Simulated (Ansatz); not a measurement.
# Zone-centre phonons of BP at 28.3 GPa: input and output

These are results of Ansatz 0.2.0, DFT LDA, scalar-relativistic, plane waves, PAW, not measurements.

Launched with:
```bash
ansatz run input.yaml --threads 1 --pin off --max-ram 1228MiB --backend cpu --events-out ev --progress --plain --runs-dir out
```

Input (bare energies are in eV):
```yaml
crystal:
  lattice:
    - [0.0, 2.0439, 2.0439]
    - [2.0439, 0.0, 2.0439]
    - [2.0439, 2.0439, 0.0]
  atoms:
    - { symbol: B, position: [0.0, 0.0, 0.0] }
    - { symbol: P, position: [0.5, 0.5, 0.5] }
basis:
  ecutwfc: 420
kpoints:
  mp_grid: { grid: [18, 18, 18] }
hamiltonian:
  xc: lda
scf:
  occupations: { method: fermi_dirac, width: 0.15 }
output:
  eigenvalues: true
phonons:
  method: dfpt
  eigenvectors: true
```

Results section of the output:
```
--- Phonons (Γ-DFPT): 2 representative perturbations + reference, on 480 of 5832 k-points (Σ response iterations 5) ---
  k mesh reduced under 8 symmetry operations, with k and −k counted as one. Each operation leaves every solved perturbation unchanged. A smaller set is not used because it would not reduce the number of displacements ...
  ASR residual: 5.330e-5 → 0.000e0 eV/Å²; symmetrization residual: 6.409e-8 eV/Å²
  ASR residual per site (eV/Å²): 1.99e-5 5.33e-5
  Γ frequencies (cm⁻¹): 0.00 0.00 0.00 303.74 303.74 303.74
  non-analytic LO–TO correction: not included (Born effective charges unavailable; polar crystals: no LO–TO splitting at Γ)
```

The cell is the ideal cubic rocksalt prototype; this isn't the usual structure of the compound. In a metal, frequencies and elastic constants depend on the k mesh and the smearing, soft modes and shear constants most.